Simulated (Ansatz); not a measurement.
**GeSb4Te7: computed properties**

All numbers below come from DFT PBEsol, scalar-relativistic, plane waves, PAW (Ansatz).

Cutoff 420 eV; k points 12×12×2 on the computed 12-atom cell (Γ-centred); Gaussian smearing, width 0.10 eV; no spin polarisation.

The structure is relaxed at this level of theory with its symmetry kept. Whether it is the stable form of this composition wasn't checked.

```yaml
crystal:
  lattice:
    - [4.25464, 0.00000, 0.00000]
    - [-2.12732, 3.68463, 0.00000]
    - [0.00000, 0.00000, 23.36762]
  atoms:
    - { symbol: Ge, position: [0.00000, 0.00000, 0.50000] }
    - { symbol: Sb, position: [0.66667, 0.33333, 0.91597] }
    - { symbol: Sb, position: [0.33333, 0.66667, 0.34430] }
    - { symbol: Sb, position: [0.33333, 0.66667, 0.08403] }
    - { symbol: Sb, position: [0.66667, 0.33333, 0.65570] }
    - { symbol: Te, position: [0.33333, 0.66667, 0.84264] }
    - { symbol: Te, position: [0.66667, 0.33333, 0.15736] }
    - { symbol: Te, position: [0.00000, 0.00000, 0.72882] }
    - { symbol: Te, position: [0.66667, 0.33333, 0.42917] }
    - { symbol: Te, position: [0.33333, 0.66667, 0.57083] }
    - { symbol: Te, position: [0.00000, 0.00000, 0.00000] }
    - { symbol: Te, position: [0.00000, 0.00000, 0.27118] }
```

```
Space group                                                       : P-3m1 (No. 164)
Volume per atom                                                   : 30.53 Å³
Formation energy from the elements' standard states (uncorrected) : -0.119 eV/atom
Kohn–Sham band gap                                                : zero, with almost no states at the Fermi level
Density of states at the Fermi level                              : 0.00 states/eV per cell (so small that it hangs on the mesh: a semimetal, or crossings between mesh points)
Löwdin character within 0.5 eV of the Fermi level                 : Sb 5p 47 %, Te 5p 30 %, Ge 4p 11 %
```

Spin-orbit coupling is left out, which matters for the bands of heavy elements.